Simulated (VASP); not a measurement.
Crystal: BaH2.

```
Ba H
1.0
     6.79200    0.00000    0.00000
     0.00000    4.16800    0.00000
     0.00000    0.00000    7.85800
Ba H
4 8
Direct
  0.26029 0.25000 0.88863
  0.23971 0.75000 0.38863
  0.76029 0.25000 0.61137
  0.73971 0.75000 0.11137
  0.04300 0.25000 0.17400
  0.45700 0.75000 0.67400
  0.54300 0.25000 0.32600
  0.95700 0.75000 0.82600
  0.64600 0.25000 0.91350
  0.85400 0.75000 0.41350
  0.14600 0.25000 0.58650
  0.35400 0.75000 0.08650
```

| Quantity | Value |
| --- | --- |
| Program | VASP 6.6.1 |
| Task | relaxation of cell and atoms |
| Functional | PBEsol |
| Potentials or basis | VASP PAW PBE potentials, release 64 (Ba_sv, H) |
| Cutoff | 600 eV |
| k mesh | 4 × 8 × 4 |
| Occupations | gaussian, width 0.03 eV |
| Spin | no spin polarisation |

At the start: pressure -0.9 GPa; volume 18.54 Å³/atom.

Q: Where does the relaxation end?

A: Over 13 steps the energy falls by 12.0 meV/atom and the volume is 17.87 Å³/atom (-3.6 %); space group Pnma (No. 62, to 0.05 Å).

Step by step:
| step | energy change (eV) | largest force (eV/Å) | pressure (GPa) | volume (Å³) |
| --- | --- | --- | --- | --- |
| 1 | 0.0000 | 0.3245 | -0.88 | 222.45 |
| 2 | -0.0473 | 0.2536 | -0.47 | 219.19 |
| 3 | -0.0815 | 0.1667 | 0.36 | 213.59 |
| 4 | -0.1002 | 0.1347 | 0.22 | 214.20 |
| 5 | -0.1306 | 0.0675 | -0.19 | 216.04 |
| 6 | -0.1323 | 0.0742 | -0.30 | 216.58 |
| 7 | -0.1417 | 0.0390 | -0.02 | 214.53 |
| 8 | -0.1425 | 0.0364 | 0.09 | 213.75 |
| 9 | -0.1434 | 0.0219 | 0.00 | 214.32 |
| 10 | -0.1435 | 0.0228 | -0.04 | 214.62 |
| 11 | -0.1440 | 0.0154 | -0.01 | 214.47 |
| 12 | -0.1441 | 0.0138 | 0.01 | 214.36 |
| 13 | -0.1443 | 0.0069 | -0.01 | 214.42 |

Final structure:
```
Ba H
1.0
     6.71452    0.00000    0.00000
     0.00000    4.11490    0.00000
     0.00000    0.00000    7.76062
Ba H
4 8
Direct
  0.26022 0.25000 0.88649
  0.23978 0.75000 0.38649
  0.76022 0.25000 0.61351
  0.73978 0.75000 0.11351
  0.02967 0.25000 0.18360
  0.47033 0.75000 0.68360
  0.52967 0.25000 0.31640
  0.97033 0.75000 0.81640
  0.64553 0.25000 0.92971
  0.85447 0.75000 0.42971
  0.14553 0.25000 0.57029
  0.35447 0.75000 0.07029
```

Caveat: the PAW data sets were made with another functional, which shifts forces and pressure a little.
